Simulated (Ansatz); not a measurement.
**How far is PAW off for NaCl?**

```
Na Cl
1.0
     2.86000    0.00000    0.00000
     0.00000    2.86000    0.00000
     0.00000    0.00000    2.86000
Na Cl
1 1
Direct
  0.00000 0.00000 0.00000
  0.50000 0.50000 0.50000
```

Atom numbers follow the list: Na1, Cl2.

The geometry is COD entry 2104025, unchecked; take it as a test cell.

Levels of theory: DFT, PBEsol, PAW with Ansatz's default frozen-core files, scalar-relativistic (Ansatz 0.2.0); DFT, PBEsol, all-electron PAW with datasets made for the crystal, scalar-relativistic (Ansatz 0.2.0); DFT, PBEsol, all-electron LAPW, scalar-relativistic (Ansatz 0.2.0).

For PAW: a Γ-centred 9×9×9 k mesh, Fermi–Dirac smearing of 0.03 eV, cutoff 420 eV, no spin polarisation; the PAW files were made with PBE, and the program remakes their frozen cores for this functional. The crystal-made all-electron datasets (AE datasets) take a cutoff of 280 eV at this cell. LAPW targets a basis error of 0.5 meV/atom. The Ansatz runs share mesh, smearing and spin set-up. Plane-wave (PAW) pressures include the program's estimate of the Pulay term.

Stress and pressure are positive in compression.

Levels count from the top of the valence band.

```json
{"quantity": "pressure (GPa)", "PAW": "59.42", "AE datasets": "59.44", "LAPW": "59.44"}
{"quantity": "band gap (eV)", "PAW": "4.150", "AE datasets": "4.150", "LAPW": "4.150"}
{"quantity": "highest filled level at X (eV)", "PAW": "-0.797", "AE datasets": "-0.798", "LAPW": "-0.798"}
{"quantity": "lowest empty level at X (eV)", "PAW": "8.930", "AE datasets": "8.939", "LAPW": "8.939"}
{"quantity": "highest filled level at R (eV)", "PAW": "-4.837", "AE datasets": "-4.837", "LAPW": "-4.837"}
{"quantity": "lowest empty level at R (eV)", "PAW": "6.056", "AE datasets": "6.049", "LAPW": "6.049"}
{"quantity": "highest filled level at M (eV)", "PAW": "0.000", "AE datasets": "0.000", "LAPW": "0.000"}
{"quantity": "lowest empty level at M (eV)", "PAW": "4.150", "AE datasets": "4.150", "LAPW": "4.150"}
```

PAW's pressure differs from the LAPW value by -0.02 GPa.
